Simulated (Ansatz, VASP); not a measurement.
## MgO in VASP and in Ansatz

```xyz
4
Lattice="3.6171 0.0000 0.0000 -1.8085 3.1325 0.0000 0.0000 0.0000 3.9011" Properties=species:S:1:pos:R:3 pbc="T T T"
Mg    1.8085    1.1704    2.9258
Mg    0.0000    1.9621    0.9753
O     1.8085    0.9512    0.9753
O     0.0000    2.1813    2.9258
```

Change from the starting cell: mode 5 frozen in at +0.122 Å, strain +e along z and -e/2 along x and y -0.0700.

Alike in both runs: task single point; functional PBEsol; k mesh 9 × 9 × 6; occupations gaussian, width 0.05 eV; no spin polarisation.

|  | VASP | Ansatz |
| --- | --- | --- |
| version | VASP 6.6.1 | Ansatz 0.2.0 |
| potentials or method | VASP PAW PBE potentials, release 64 (Mg, O) | scalar-relativistic, plane waves, PAW |
| plane-wave cutoff (eV) | 520 | 520 |
| valence electrons in the cell | 16 | 32 |

|  | VASP | Ansatz | Ansatz less VASP |
| --- | --- | --- | --- |
| gap on the k mesh at the Fermi level (eV) | 3.30 | 3.30 | +0.008 |
| least direct gap on the mesh (eV) | 3.30 | 3.30 | +0.008 |
| pressure (GPa) | 4.0 | 4.3 | +0.33 |
| largest component of the traceless stress (GPa) | 16.21 | 16.07 | -0.143 |
| rms of the force components (eV/Å) | 0.397 | 0.392 | -0.0046 |

Atom by atom the forces differ by 0.005 eV/Å (rms over components). The functional is the same, so the differences come from potentials, cutoffs and numerics. The two sets of potentials don't hold the same shells in valence. Ansatz warned: «pseudo_functional_mismatch».

Caveats: the PAW data sets were made with another functional, which shifts forces and pressure a little (VASP).
